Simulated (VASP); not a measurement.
AlN:

```xyz
4
Lattice="3.1130 0.0000 0.0000 -1.5565 2.6959 0.0000 0.0000 0.0000 4.9810" Properties=species:S:1:pos:R:3 pbc="T T T"
Al    0.0000    1.7973    0.0000
Al    1.5565    0.8986    2.4905
N     0.0000    1.7973    1.8928
N     1.5565    0.8986    4.3833
```

Base run:

* Program: VASP 6.6.1
* Functional: PBE
* Potentials or basis: VASP PAW PBE potentials, release 64 (Al, N)
* Cutoff: 520 eV
* k mesh: 9 × 9 × 6
* Occupations: gaussian, width 0.02 eV
* Spin: no spin polarisation

Its results: band gap on the k mesh 4.22 eV, direct; electronic dielectric tensor (diagonal) 4.44, 4.44, 4.64.

The run is repeated on the same cell with these changes: functional from PBE to PBEsol. What comes out?

Band gap on the k mesh 4.15 eV, direct; electronic dielectric tensor (diagonal) 4.50, 4.50, 4.70.

Caveats: an odd mesh through Γ misses points on the zone boundary, where band edges often lie.

Not every run made on this cell is shown here.
